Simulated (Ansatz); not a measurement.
# Te2Mo in Ansatz: relaxation of cell and atoms with revPBE

Aim: the relaxation of cell and atoms of Te2Mo with revPBE.

Everything below comes from runs of Ansatz 0.2.0. Logs are shortened: lines on timing, memory, paths and dates and some standing lists are left out, and cuts for length are marked.

### 1 The structure

The cell holds a slab with vacuum, 12 atoms: a = 3.561 Å, b = 3.561 Å, c = 38.990 Å, α = 90.00°, β = 90.00°, γ = 120.00°.

### 2 Relaxation of cell and atoms, revPBE

File input.yaml:

```yaml
crystal:
  lattice:
    - [3.5613831954, 0.0, 0.0]
    - [-1.7806915977, 3.0842483198, 0.0]
    - [0.0, 0.0, 38.99026814]
  atoms:
    - { symbol: Te, position: [0.3333333333, 0.6666666667, 0.32822317] }
    - { symbol: Te, position: [0.3333333333, 0.6666666667, 0.95181809] }
    - { symbol: Te, position: [0.6666666667, 0.3333333333, 0.14008092] }
    - { symbol: Te, position: [0.6666666667, 0.3333333333, 0.76363067] }
    - { symbol: Te, position: [0.6666666667, 0.3333333333, 0.04818191] }
    - { symbol: Te, position: [0.6666666667, 0.3333333333, 0.67177683] }
    - { symbol: Te, position: [0.3333333333, 0.6666666667, 0.23636933] }
    - { symbol: Te, position: [0.3333333333, 0.6666666667, 0.85991908] }
    - { symbol: Mo, position: [0.6666666667, 0.3333333333, 0.282338] }
    - { symbol: Mo, position: [0.6666666667, 0.3333333333, 0.90585884] }
    - { symbol: Mo, position: [0.3333333333, 0.6666666667, 0.09414116] }
    - { symbol: Mo, position: [0.3333333333, 0.6666666667, 0.717662] }
hamiltonian:
  xc: revpbe
  pseudopotentials: { kind: paw }
kpoints:
  mp_grid: { grid: [9, 9, 1] }
scf:
  occupations: { method: fermi_dirac, width: 0.05 }
output:
  forces: true
  stress: true
  eigenvalues: true
relax:
  f_tol: 0.01
  max_steps: 40
  cell: { stress_tol: 0.05 }
```

Potentials or basis: Ansatz PAW.

Command:

```bash
> ansatz run input.yaml --threads 4 --pin off --max-ram 11264MiB --backend cpu --events-out ev --progress --plain --runs-dir out
```

What it wrote:

```text
Warning: RAYON_NUM_THREADS=4 ignored (pool sized by the plan → 4); use --threads N
Engine: ansatz 0.2.0, aarch64-unknown-linux-gnu
Pseudopotentials: kind: paw
Pseudopotential: Te, paw, valence charge 16, recommended cutoff 420 eV (normal), Te.paw.azcp
Pseudopotential: Mo, paw, valence charge 14, recommended cutoff 420 eV (normal), Mo.paw.azcp
Functional definition: revPBE
  parameter kappa = 1.245
  parameter beta = 0.06672455060314922
  exchange = pbe_x(kappa = kappa, mu = beta*pi^2/3)
  correlation = pbe_c(beta = beta)
Crystal: 12 atoms, lattice volume = 428.277 Å³
Basis set: ecut = 420 eV, 8237 PW (Γ), exchange–correlation on 48×48×540 points (8 copies of the dense FFT grid, shifted against one another)
Bands: 111, of which v1, the nominal top of the filled ones, is band 92 counted from 1 (91 counted from 0)
Symmetry: 12 space group operations
Space group: P-3m1 (ITA 164), of the structure as read, at distance tolerance 7.5e-5 Å
k-points: 12 of 81
Non-local potential: Te, projectors of the file, l = 0: 2, l = 1: 2, l = 2: 2, l = 3: 2
Non-local potential: Mo, projectors of the file, l = 0: 3, l = 1: 2, l = 2: 2, l = 3: 1
PAW form: soft (Blöchl's): semilocal exchange-correlation on the pseudo side does not see the compensation charge
PAW frozen core: Te, regenerated for the run's functional, and the local potential with it (the file was generated under x = pbe(κ = 0.804, μ = 0.2195149727645171), c = pbe(β = 0.06672455060314922))
PAW frozen core: Mo, regenerated for the run's functional, and the local potential with it (the file was generated under x = pbe(κ = 0.804, μ = 0.2195149727645171), c = pbe(β = 0.06672455060314922))
PAW one-centre angular grid: Te, 590 points (default); XC on 64 Gauss nodes
PAW one-centre angular grid: Mo, 590 points (default); XC on 64 Gauss nodes
Initial density: superposition of atomic densities (neutral atoms: chi_scale 0, normalization atom), corrected by the library's trained network
Initial wavefunctions: pseudopotential atomic-orbital guess
Functional: x = revpbe(κ = 1.245, μ = 0.2195149727645171), c = pbe(β = 0.06672455060314922)
SCF iter   1: F=—  HF=-75737.320837 eV  |F-HF|=—  |Δ(HF+E_count)|=         —  Δρ=4.12e-3  dr2=1.25e-1  ethr=1.77e-3  ⟨swp⟩=7.6  Hψ=5173  notcnv=0  defer=6
preconditioner: auto → Resta (q_TF=auto, 2.370 Å⁻¹)  ε∞=5.6  [insulator: Δε(μ)=0.938 eV  Ē_g=7.109 eV  σ=0.050 eV  W_gap=1.00  n_scr=118 (ndim 8)  ℏωp=15.2 eV  f_vac=0.274  D(μ)=0.00/eV (n_scr^D=0)  ε∞_Penn≈5.6  vacuum switching on, ρ_ref=3.7e-3 e/Å³]
[... 347 lines left out ...]
basis re-selected at this cell: Δ(F+E_penalty+E_count) = -7.585e-3 eV, ΔP = +0.012 GPa vs the last step (what re-selecting the basis moved, of the pressure what is left beyond the Pulay correction that the steps carried, after the strain that the cell walked since its last selection, with what the two solves' SCF thresholds leave and, on support functions, any second-order correction that the steps lacked; it is no measure of the basis error at this ecutwfc). The dense FFT grid was sized anew with the basis: this SCF ran on 24×24×288 points, the steps before it on 24×24×270, so part of this shift can come from that change (see relax.cell in the input reference). This SCF's stress stands 2.38e-2 GPa from its target on what of the cell is left free (relax.cell.stress_tol is 5.00e-2 GPa) and its largest allowed force component is 6.10e-3 eV/Å (relax.f_tol is 1.00e-2 eV/Å): within both
SCF converged after 11 iterations
Free energy (F): -75737.563397 eV
Harris-Foulkes:  -75737.563397 eV  (|F-HF|=8.59e-10)
Internal energy: -75737.563388 eV  (E = F + TS)
E sigma→0 (E₀):  -75737.563392 eV
Entropy (-TS):   -0.000009 eV (-0.001 meV/atom)
Fermi energy:    6.576642 eV
--- Per-component energies (eV) ---
  E_band       = -3431.269021
  E_kinetic    = 3205.542739
  E_local      = -67014.971016  (includes V_loc(G=0)·N_el)
  E_nonlocal   = -1914.266976
  E_hartree    = 33825.930589
  E_xc         = -1727.710273
  E_vxc        = -1745.449199  (∫ρ·V_xc dr)
  E_paw        = -50176.734726  (= ΣΔE_a)
  E_vpaw       = -3613.983609  (= ΣTr[D̂ρ^β])
  E_aug_tail   = -0.001413  (compensation charges beyond the density's cutoff)
  E_ewald      = 8065.132608
  E_core_change = -0.484920  (= ΣΔE_core)
  E_smearing   = -0.000009  (= −TS)
  E_closure    = -0.000000  (closes the sum)
  Σ components = -75737.563397   (vs F -75737.563397, Δ=0.00e0)
--- Forces (eV/Å), atoms counted from 1 ---
  atom   1  Te     0.00000000     0.00000000    -0.00420657
  atom   2  Te     0.00000000     0.00000000    -0.00422492
  atom   3  Te    -0.00000000    -0.00000000    -0.00262536
  atom   4  Te    -0.00000000    -0.00000000    -0.00609923
  atom   5  Te    -0.00000000    -0.00000000     0.00422492
  atom   6  Te    -0.00000000    -0.00000000     0.00420657
  atom   7  Te     0.00000000     0.00000000     0.00609923
  atom   8  Te     0.00000000     0.00000000     0.00262536
  atom   9  Mo    -0.00000000    -0.00000000     0.00234898
  atom  10  Mo    -0.00000000    -0.00000000     0.00019499
  atom  11  Mo     0.00000000     0.00000000    -0.00019499
  atom  12  Mo     0.00000000     0.00000000    -0.00234898
  max |Σ_I F_I| component: 1.04e-17 eV/Å
--- Stress (GPa, compression-positive) ---
       -0.012367       0.000000       0.000000
        0.000000      -0.012367      -0.000000
        0.000000      -0.000000       0.023758
  P = ⅓ Tr σ = -0.0003 GPa (-0.003 kbar)
--- Band table (eV; the first three rows and the last of 12) ---
  k-point 0: bands = ["-54.6691", "-54.6691", "-54.6689", "-54.6689", "-30.4740", "-30.4740", "-30.4740", "-30.4740", "-30.4738", "-30.4738", "-30.4738", "-30.4738", "-30.4644", "-30.4644", "-30.4644", "-30.4644", "-30.4643", "-30.4643", "-30.4643", "-30.4643", "-30.4048", "-30.4048", "-30.4048", "-30.4048", "-30.4048", "-30.4048", "-30.4048", "-30.4048", "-30.3946", "-30.3946", "-30.3946", "-30.3946", "-30.3945", "-30.3945", "-30.3945", "-30.3945", "-30.3796", "-30.3796", "-30.3795", "-30.3795", "-30.3711", "-30.3711", "-30.3710", "-30.3710", "-28.7957", "-28.7957", "-28.7954", "-28.7954", "-28.6919", "-28.6919", "-28.6919", "-28.6919", "-28.6915", "-28.6915", "-28.6915", "-28.6915", "-6.3780", "-6.3766", "-6.3756", "-6.3753", "-5.4569", "-5.4552", "-5.4539", "-5.4526", "1.1940", "1.2083", "1.2210", "1.2342", "4.3329", "4.3908", "4.4126", "4.4126", "4.4126", "4.4126", "4.4142", "4.4142", "4.4142", "4.4142", "4.4501", "4.5138", "5.1666", "5.1666", "5.1667", "5.1667", "5.1679", "5.1679", "5.1679", "5.1679", "5.6126", "5.6469", "5.6802", "5.7121", "9.0105", "9.0105", "9.0110", "9.0110", "9.0113", "9.0113", "9.0115", "9.0115", "9.2740", "9.2740", "9.2747", "9.2747", "9.2752", "9.2752", "9.2759", "9.2759", "10.0415", "10.4355", "10.4656"]
  k-point 1: bands = ["-54.6683", "-54.6683", "-54.6681", "-54.6681", "-30.4729", "-30.4729", "-30.4727", "-30.4727", "-30.4716", "-30.4716", "-30.4715", "-30.4715", "-30.4659", "-30.4659", "-30.4658", "-30.4658", "-30.4625", "-30.4624", "-30.4623", "-30.4623", "-30.4057", "-30.4057", "-30.4057", "-30.4057", "-30.4052", "-30.4052", "-30.4051", "-30.4051", "-30.3973", "-30.3973", "-30.3973", "-30.3973", "-30.3948", "-30.3948", "-30.3947", "-30.3947", "-30.3787", "-30.3787", "-30.3787", "-30.3787", "-30.3700", "-30.3700", "-30.3700", "-30.3700", "-28.7890", "-28.7890", "-28.7888", "-28.7888", "-28.7055", "-28.7054", "-28.7051", "-28.7051", "-28.6944", "-28.6944", "-28.6940", "-28.6940", "-6.2180", "-6.2167", "-6.2157", "-6.2154", "-5.3457", "-5.3439", "-5.3427", "-5.3415", "1.3701", "1.3844", "1.3969", "1.4100", "4.0487", "4.0501", "4.0505", "4.0517", "4.0531", "4.0852", "4.1181", "4.1515", "4.5430", "4.5431", "4.5446", "4.5446", "4.9570", "4.9572", "4.9583", "4.9583", "5.2593", "5.2796", "5.3027", "5.3299", "5.5927", "5.6206", "5.6459", "5.6691", "8.4370", "8.4396", "8.4440", "8.4587", "8.4661", "8.4925", "8.5135", "8.5328", "8.9456", "8.9466", "8.9474", "8.9484", "9.1468", "9.1478", "9.1485", "9.1492", "10.2799", "10.7457", "10.7640"]
  k-point 2: bands = ["-54.6663", "-54.6663", "-54.6660", "-54.6660", "-30.4703", "-30.4703", "-30.4703", "-30.4702", "-30.4701", "-30.4701", "-30.4698", "-30.4698", "-30.4657", "-30.4657", "-30.4655", "-30.4655", "-30.4575", "-30.4575", "-30.4573", "-30.4573", "-30.4081", "-30.4081", "-30.4080", "-30.4080", "-30.4059", "-30.4059", "-30.4058", "-30.4058", "-30.4038", "-30.4038", "-30.4037", "-30.4037", "-30.3953", "-30.3953", "-30.3952", "-30.3952", "-30.3768", "-30.3768", "-30.3767", "-30.3767", "-30.3672", "-30.3672", "-30.3672", "-30.3672", "-28.7723", "-28.7723", "-28.7720", "-28.7720", "-28.7397", "-28.7397", "-28.7393", "-28.7393", "-28.7007", "-28.7007", "-28.7003", "-28.7003", "-5.7682", "-5.7669", "-5.7659", "-5.7656", "-5.0343", "-5.0327", "-5.0317", "-5.0307", "1.8122", "1.8253", "1.8367", "1.8485", "3.1514", "3.1529", "3.1541", "3.1545", "3.4168", "3.4295", "3.4407", "3.4519", "4.5047", "4.5050", "4.5061", "4.5061", "4.8937", "4.8939", "4.8953", "4.8953", "5.0074", "5.0331", "5.0596", "5.0879", "5.3940", "5.4040", "5.4129", "5.4210", "7.6079", "7.6365", "7.6682", "7.7017", "8.1137", "8.1472", "8.1826", "8.2176", "8.2912", "8.2924", "8.2933", "8.2942", "9.3910", "9.3927", "9.3942", "9.3959", "10.8095", "11.1781", "11.2084"]
  k-point 11: bands = ["-54.6613", "-54.6613", "-54.6610", "-54.6610", "-30.4751", "-30.4751", "-30.4750", "-30.4750", "-30.4581", "-30.4581", "-30.4580", "-30.4580", "-30.4548", "-30.4548", "-30.4546", "-30.4546", "-30.4543", "-30.4543", "-30.4542", "-30.4542", "-30.4220", "-30.4220", "-30.4219", "-30.4219", "-30.4123", "-30.4123", "-30.4122", "-30.4122", "-30.3994", "-30.3994", "-30.3993", "-30.3993", "-30.3992", "-30.3992", "-30.3991", "-30.3991", "-30.3737", "-30.3737", "-30.3737", "-30.3737", "-30.3610", "-30.3610", "-30.3609", "-30.3609", "-28.7870", "-28.7870", "-28.7866", "-28.7866", "-28.7502", "-28.7502", "-28.7498", "-28.7498", "-28.7325", "-28.7325", "-28.7323", "-28.7323", "-4.2482", "-4.2482", "-4.2470", "-4.2470", "-4.0031", "-4.0031", "-4.0024", "-4.0024", "1.6968", "1.6983", "1.6993", "1.6997", "1.8169", "1.8169", "1.8179", "1.8179", "2.3747", "2.3766", "2.3779", "2.3787", "3.1433", "3.1433", "3.1452", "3.1452", "3.2061", "3.2061", "3.2068", "3.2068", "4.3520", "4.3520", "4.3526", "4.3526", "6.0570", "6.0591", "6.0608", "6.0622", "7.0891", "7.0891", "7.0900", "7.0900", "7.9411", "7.9537", "7.9658", "7.9788", "8.4895", "8.4895", "8.4901", "8.4901", "9.9631", "9.9631", "9.9654", "9.9654", "11.0379", "11.0872", "11.1388"]
--- Relaxed structure (16 steps of the walk, 15 accepted, 1 SCFs on fresh bases) ---
  F+E_penalty+E_count = -75737.56339663 eV   max|allowed force component| = 6.099e-3 eV/Å   (the final SCF, on the basis selected at the relaxed cell)
  cell:  # Å, volume = 474.9444 Å³
    - [3.5812840126632945, 1.4559208050740413e-33, 2.6956300693951314e-17]
    - [-1.7906420063316473, 3.1014829331334846, -1.347815034697567e-17]
    - [2.9511943378680707e-16, 2.689794185266307e-32, 42.75969193994183]
  atoms:
    - { symbol: Te, position: [0.3333333333333333, 0.6666666666666666, 0.37303534827803964] }
    - { symbol: Te, position: [0.3333333333333333, 0.6666666666666666, 0.9331206097485787] }
    - { symbol: Te, position: [0.6666666666666666, 0.3333333333333333, 0.15143559152549194] }
    - { symbol: Te, position: [0.6666666666666665, 0.3333333333333333, 0.7115349948256819] }
    - { symbol: Te, position: [0.6666666666666666, 0.3333333333333333, 0.06687939025142102] }
    - { symbol: Te, position: [0.6666666666666666, 0.3333333333333333, 0.6269646517219603] }
    - { symbol: Te, position: [0.33333333333333337, 0.6666666666666666, 0.28846500517431795] }
    - { symbol: Te, position: [0.3333333333333333, 0.6666666666666666, 0.8485644084745078] }
    - { symbol: Mo, position: [0.6666666666666666, 0.3333333333333333, 0.3307484117162826] }
    - { symbol: Mo, position: [0.6666666666666665, 0.3333333333333333, 0.8908420572931279] }
    - { symbol: Mo, position: [0.3333333333333333, 0.6666666666666666, 0.10915794270687203] }
    - { symbol: Mo, position: [0.33333333333333326, 0.6666666666666666, 0.6692515882837173] }
```

Run time: 5.1 min. Hardware: 4 threads of Arm Neoverse V1, shared host; peak memory 1.6 GiB.

What came out:

```yaml
Free_energy: -75737.5634 eV
Relaxed_volume: 39.58 Å³/atom
Relaxed_cell: a = 3.581 Å, b = 3.581 Å, c = 42.760 Å, α = 90.00°, β = 90.00°, γ = 120.00°
Space_group_after_relaxing_to_0.05_Å: P-3m1 (No. 164)
Energy_gained_by_relaxing: 18.8 meV/atom
Ionic_steps: 16
Largest_force_after_relaxing: 0.006 eV/Å
Band_gap_on_the_k_mesh: 1.03 eV, direct
```

Forces in eV/Å, atoms in the order of the input:
```
Te   0.000  0.000 -0.004
Te   0.000  0.000 -0.004
Te   0.000  0.000 -0.003
Te   0.000  0.000 -0.006
Te   0.000  0.000  0.004
Te   0.000  0.000  0.004
Te   0.000  0.000  0.006
Te   0.000  0.000  0.003
Mo   0.000  0.000  0.002
Mo   0.000  0.000  0.000
Mo   0.000  0.000  0.000
Mo   0.000  0.000 -0.002
```

Step by step:
| step | energy change (eV) | largest force (eV/Å) | volume (Å³) |
| --- | --- | --- | --- |
| 1 | 0.0000 | 0.3441 | 428.28 |
| 2 | -0.0799 | 0.0342 | 445.37 |
| 3 | -0.1146 | 0.0246 | 455.74 |
| 4 | -0.1502 | 0.0227 | 471.04 |
| 5 | -0.1668 | 0.1298 | 492.71 |
| 6 | -0.1752 | 0.0084 | 490.77 |
| 7 | -0.1790 | 0.0422 | 491.61 |
| 8 | -0.1862 | 0.0555 | 490.21 |
| 9 | -0.1935 | 0.0273 | 488.04 |
| 10 | -0.1995 | 0.0042 | 485.26 |
| 11 | -0.2045 | 0.0116 | 482.75 |
| 12 | -0.2087 | 0.0038 | 480.50 |
| 13 | -0.2121 | 0.0219 | 479.15 |
| 14 | -0.2131 | 0.0533 | 474.73 |
| 15 | -0.2176 | 0.0057 | 474.94 |
| 16 | -0.2252 | 0.0061 | 474.94 |

Final structure:
```
Te Mo
1.0
     3.58128    0.00000    0.00000
    -1.79064    3.10148    0.00000
     0.00000    0.00000   42.75969
Te Mo
8 4
Direct
  0.33333 0.66667 0.37304
  0.33333 0.66667 0.93312
  0.66667 0.33333 0.15144
  0.66667 0.33333 0.71153
  0.66667 0.33333 0.06688
  0.66667 0.33333 0.62696
  0.33333 0.66667 0.28847
  0.33333 0.66667 0.84856
  0.66667 0.33333 0.33075
  0.66667 0.33333 0.89084
  0.33333 0.66667 0.10916
  0.33333 0.66667 0.66925
```

Levels at points of the mesh, in eV from the valence-band top:
```tsv
k point	band 88	band 89	band 90	band 91	band 92	band 93	band 94	band 95	band 96	band 97
(0.00, 0.00, 0.00)	-0.89	-0.45	-0.42	-0.38	-0.35	2.95	2.95	2.95	2.95	2.95
```

Caveat: odd divisions of the mesh miss points on the zone boundary, where band edges often lie, so the gap on the mesh can be too wide; the plane-wave basis is chosen anew once the cell has moved, so the energies of steps on either side of that aren't comparable; spin-orbit coupling is left out, which moves the levels of the heavy elements; the PAW data sets come from PBE, with cores solved anew for the run's functional, which leaves a small shift of forces and pressure; without dispersion, layers of such crystals drift apart on relaxing, which shifts levels and gaps; volumes and pressures include the vacuum. As with any semilocal functional, this revPBE gap is likely too small.
